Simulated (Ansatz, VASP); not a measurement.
One calculation of Re, two programs

File INCAR:

```
SYSTEM = Re
ALGO = Normal
EDIFF = 1E-7
ENCUT = 520
GGA = PE
ISIF = 2
ISMEAR = -1
LASPH = .TRUE.
LCHARG = .TRUE.
LDAU = .TRUE.
LDAUJ = 0
LDAUL = 2
LDAUPRINT = 1
LDAUTYPE = 2
LDAUU = 1
LELF = .TRUE.
LMAXMIX = 4
LREAL = .FALSE.
LVHAR = .TRUE.
LWAVE = .FALSE.
NBANDS = 10
NELM = 150
PREC = Accurate
SIGMA = 0.08
```

Contents of KPOINTS:

```
k-points
0
G
  15 15 15
  0 0 0
```

The input POSCAR:

```
Re
1.0
    2.5782345987      0.0000000000      0.0000000000
    0.0000000000      2.5782345987      0.0000000000
    0.0000000000      0.0000000000      2.5782345987
Re
1
Direct
    0.0000000000      0.0000000000      0.0000000000
```

Input for Ansatz:

```yaml
crystal:
  lattice:
    - [2.5782345987, 0.0, 0.0]
    - [0.0, 2.5782345987, 0.0]
    - [0.0, 0.0, 2.5782345987]
  atoms:
    - { symbol: Re, position: [0.0, 0.0, 0.0] }
kpoints:
  mp_grid: { grid: [15, 15, 15] }
  band_path:
    path:
      - [0.0, 0.0, 0.0]
      - [0.0, 0.5, 0.0]
      - [0.5, 0.5, 0.0]
      - [0.0, 0.0, 0.0]
      - [0.5, 0.5, 0.5]
      - [0.0, 0.5, 0.0]
      - [0.5, 0.5, 0.5]
      - [0.5, 0.5, 0.0]
    npoints: 14
scf:
  occupations: { method: fermi_dirac, width: 0.08 }
hamiltonian:
  xc: pbe
  pseudopotentials: { kind: all_electron, lapw: { basis_error: 0.001 } }
  hubbard: { sites: [{ species: Re, l: d, u_eff: 1.0 }], double_counting: fll }
output:
  forces: true
  stress: true
  eigenvalues: true
  populations: true
```

This isn't the form of Re at room conditions, which is hcp.

Alike in both runs: task single point; functional PBE; k mesh 15 × 15 × 15; occupations fermi-dirac, width 0.08 eV; no spin polarisation; Hubbard terms Re d U = 1.0 eV.

```csv
,VASP,Ansatz
version,VASP 6.6.1,Ansatz 0.2.0
potentials or method,"VASP PAW PBE potentials, release 64 (Re)","all-electron LAPW, scalar-relativistic"
plane-wave cutoff (eV),520,see its input
```

Ansatz gave:

* gap on the k mesh at the Fermi level (eV): none
* pressure (GPa): 0.0

Question: What did VASP give for the same quantities?

Answer: gap on the k mesh at the Fermi level (eV): none; pressure (GPa): -0.9.

The programs project onto different local orbitals, so the same U acts differently. A gap of «none» marks a metal or a gap that the smearing closes. Ansatz ran all-electron here, so the differences hold the error of VASP's frozen core and of both bases. Ansatz warned: «filled_band_counts_differ_across_k_points».

Caveats: U without spin polarisation on a metal has little footing; the U is typed as a test and isn't derived for this compound. Spin-orbit coupling is left out, which matters for the levels of Re.
